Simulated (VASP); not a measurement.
Input of a VASP 6.6.1 run:

The input INCAR:

```
SYSTEM = CuI
ALGO = Normal ; EDIFF = 1E-6
EDIFFG = -0.01 ; ENCUT = 600
GGA = PE ; IBRION = 2
ISIF = 3 ; ISMEAR = 0
LASPH = .TRUE. ; LCHARG = .FALSE.
LREAL = .FALSE. ; LWAVE = .FALSE.
NELM = 80 ; NSW = 90
PREC = Accurate ; PSTRESS = 6.3
SIGMA = 0.03
```

KPOINTS

```
k-points
0
G
  8 8 8
  0 0 0
```

File POSCAR:

```
CuI
1.0
    0.0000000000      3.0315000000      3.0315000000
    3.0315000000      0.0000000000      3.0315000000
    3.0315000000      3.0315000000      0.0000000000
Cu I
1 1
Direct
    0.2500000000      0.2500000000      0.2500000000
    0.0000000000      0.0000000000      0.0000000000
```

Potentials or basis: VASP PAW PBE potentials, release 64 (Cu, I).

The run is started by

```console
$ cat potpaw_PBE.64/Cu/POTCAR potpaw_PBE.64/I/POTCAR > POTCAR
$ mpirun -np 1 vasp_std > vasp.out
```

(1) Estimate the band gap on the k mesh.

(2) Estimate the relaxed cell.

## Answers

(1) 1.16 eV, direct.

(2) a = 4.276 Å, b = 4.276 Å, c = 4.276 Å, α = 60.00°, β = 60.00°, γ = 60.00°.

Caveat: the cell is relaxed towards a set pressure, so the enthalpy falls and the energy may rise; spin-orbit coupling is left out, which moves the levels of the heavy elements.
